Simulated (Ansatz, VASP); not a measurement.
**Two plane-wave programs on AlN**

INCAR

```
SYSTEM = AlN
PREC     = Accurate       ! precision mode
ENCUT    = 520            ! plane-wave cutoff, eV
EDIFF    = 1E-6           ! SCF threshold, eV
ISMEAR   = 0              ! smearing method
SIGMA    = 0.05           ! smearing width, eV
LREAL    = .False.        ! projectors in reciprocal space
LASPH    = .True.         ! aspherical terms in the spheres
NELM     = 100            ! most SCF steps
ALGO     = Normal         ! electronic algorithm
ISIF     = 2              ! what is computed and relaxed
LWAVE    = .False.        ! write WAVECAR
LCHARG   = .False.        ! write CHGCAR
GGA      = PE             ! functional
NBANDS   = 16             ! bands
```

Contents of KPOINTS:

```
Automatic mesh
0
Gamma
  8 8 6
  0 0 0
```

The input POSCAR:

```
AlN
1.0
    0.0000000000     -2.0693064083     -2.0693064083
    0.0000000000      2.0693064083     -2.0693064083
    4.1386128164      0.0000000000      0.0000000000
Al N
2 2
Direct
    0.5057976238      0.4942023762      0.0000000000
   -0.0057976238      0.0057976238      0.5000000000
    0.4978966712      0.5021033288      0.5000000000
    0.0021033288      0.9978966712      0.0000000000
```

Input for Ansatz:

```yaml
crystal:
  lattice:
    - [0.0, -2.0693064083, -2.0693064083]
    - [0.0, 2.0693064083, -2.0693064083]
    - [4.1386128164, 0.0, 0.0]
  atoms:
    - { symbol: Al, position: [0.5057976238, 0.4942023762, 0.0] }
    - { symbol: Al, position: [-0.0057976238, 0.0057976238, 0.5] }
    - { symbol: "N", position: [0.4978966712, 0.5021033288, 0.5] }
    - { symbol: "N", position: [0.0021033288, 0.9978966712, 0.0] }
basis:
  ecutwfc: 520.0
kpoints:
  mp_grid: { grid: [8, 8, 6] }
hamiltonian:
  xc: pbe
  pseudopotentials: { kind: paw }
scf:
  occupations: { method: gaussian, width: 0.05 }
output:
  forces: true
  stress: true
  eigenvalues: true
```

Change from the starting cell: mode 4 frozen in at -0.024 Å, equal normal strain along x, y and z +0.0167.

Alike in both runs: task single point; functional PBE; k mesh 8 × 8 × 6; occupations gaussian, width 0.05 eV; no spin polarisation.

|  | VASP | Ansatz |
| --- | --- | --- |
| version | VASP 6.6.1 | Ansatz 0.2.0 |
| potentials or method | VASP PAW PBE potentials, release 64 (Al, N) | scalar-relativistic, plane waves, PAW |
| plane-wave cutoff (eV) | 520 | 520 |
| valence electrons in the cell | 16 | 16 |

```csv
,VASP,Ansatz,Ansatz less VASP
gap on the k mesh at the Fermi level (eV),3.95,3.97,+0.020
least direct gap on the mesh (eV),3.95,3.97,+0.020
pressure (GPa),-11.5,-11.3,+0.25
largest component of the traceless stress (GPa),0.07,0.07,0.000
rms of the force components (eV/Å),0.088,0.088,+0.0001
```

Atom by atom the forces differ by 0.000 eV/Å (rms over components).

A k mesh can miss the band edges.
